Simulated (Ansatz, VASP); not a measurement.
## One calculation of SnSe2, two programs

```
CELL_PARAMETERS angstrom
3.84004 0.00000 0.00000
-1.92002 3.32558 0.00000
0.00000 0.00000 6.00991
ATOMIC_POSITIONS crystal
Sn 0.00000 0.00000 0.00000
Se 0.33333 0.66667 0.26513
Se 0.66667 0.33333 0.73487
```

Alike in both runs: task single point; functional PBE; dispersion D3(BJ); k mesh 12 × 12 × 6; occupations gaussian, width 0.03 eV; no spin polarisation.

```csv
,VASP,Ansatz
version,VASP 6.6.1,Ansatz 0.2.0
potentials or method,"VASP PAW PBE potentials, release 64 (Sn_d, Se)","scalar-relativistic, plane waves, PAW"
plane-wave cutoff (eV),520,420
valence electrons in the cell,26,46
```

|  | VASP | Ansatz | Ansatz less VASP |
| --- | --- | --- | --- |
| gap on the k mesh at the Fermi level (eV) | 0.34 | 0.35 | +0.005 |
| least direct gap on the mesh (eV) | 0.81 | 0.82 | +0.011 |
| pressure (GPa) | 0.1 | 0.0 | -0.08 |
| rms of the force components (eV/Å) | 0.008 | 0.001 | -0.0066 |

Atom by atom the forces differ by 0.007 eV/Å (rms over components). The two sets of potentials don't hold the same shells in valence.

Caveats: spin-orbit coupling is left out, which moves the levels of the heavy elements. A k mesh can miss the band edges.
